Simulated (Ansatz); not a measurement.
**C (P6_3/mmc): compression over a wide range**

An exercise on one series of results from a longer session: the logs are not shown, and one member is left open.

A COD entry behind a cell of this session may itself be a prediction, so a difference from it is no test against experiment.

Computed with Ansatz 0.2.0 (DFT PBEsol, scalar-relativistic, plane waves, PAW, unless a step's input says otherwise).

### The starting structure

It takes space group P6_3/mmc (No. 194, hexagonal). Conventional cell: a = 2.499 Å, b = 2.499 Å, c = 4.161 Å, α = 90.00°, β = 90.00°, γ = 120.00°. C (site symmetry 3m) is surrounded by 4 C at 1.53 to 1.56 Å.

Structure file:

```xyz
4
Lattice="2.4988 0.0000 0.0000 -1.2494 2.1640 0.0000 0.0000 0.0000 4.1608" Properties=species:S:1:pos:R:3 pbc="T T T"
C     0.0000    1.4427    0.2613
C     1.2494    0.7213    2.3417
C     0.0000    1.4427    1.8191
C     1.2494    0.7213    3.8995
```

An earlier run at PBEsol left this cell at 5.625 Å³/atom and 0.01 GPa (18×18×10 mesh).

The first run:

The input, input.yaml:

```yaml
crystal:
  lattice:
    - [2.4650455184, 0.0, 0.0]
    - [-1.2325227592, 2.1347920404, 0.0]
    - [0.0, 0.0, 4.1045921872]
  atoms:
    - { symbol: C, position: [0.3333333333, 0.6666666667, 0.0628017806] }
    - { symbol: C, position: [0.6666666667, 0.3333333333, 0.5628017806] }
    - { symbol: C, position: [0.3333333333, 0.6666666667, 0.4371982194] }
    - { symbol: C, position: [0.6666666667, 0.3333333333, 0.9371982194] }
basis:
  ecutwfc: 420
  ecutrho_ratio: 4
kpoints:
  mp_grid: { grid: [18, 18, 10] }
hamiltonian:
  xc: pbesol
scf:
  occupations: { method: gaussian, width: 0.05 }
output:
  forces: true
  stress: true
  eigenvalues: true
relax:
  f_tol: 0.01
  max_steps: 40
  cell: { stress_tol: 0.1, fix: [volume] }
```

Run with:

```
$ ansatz run input.yaml --threads 1 --pin off --max-ram 2560MiB --backend cpu --events-out ev --progress --plain --runs-dir out
```

Among the steps run: Volume × 0.96; Volume × 1.04; Volume × 0.92; Volume × 0.88; Volume × 0.84; Volume × 0.8.

One of the session's tables, all rows but one given; the rest of the session is left out.

It belongs to the step «The curve». 

```
volume (Å³/atom)  energy above the lowest (meV/atom)  pressure (GPa)  gap on the mesh (eV)
           4.500                               444.5           150.3                  1.96
           4.725                               264.4           107.7                  2.24
           4.950                                   ?               ?                     ?
           5.175                                57.6            43.7                  2.69
           5.400                                13.5            19.8                  2.88
           5.625                                 0.0             0.0                  3.05
           5.850                                11.9           -16.4                  3.22
```

Q: Estimate the row for volume (Å³/atom) = 4.950 from the others.

Worked estimate for «energy above the lowest (meV/atom)». A straight line through the neighbours (4.725, 264.4) and (5.175, 57.6) gives 264.4 + (57.6 − 264.4) × (4.950 − 4.725) / (5.175 − 4.725) = 161.0; a parabola fitted to 4 rows on both sides gives 138.3.

**Answer.** energy above the lowest (meV/atom): 138.6; pressure (GPa): 72.6; gap on the mesh (eV): 2.48. In «energy above the lowest (meV/atom)» the line misses by +22.4 and the parabola by -0.3.

To keep in mind: Other structures may be lower in enthalpy at these pressures.
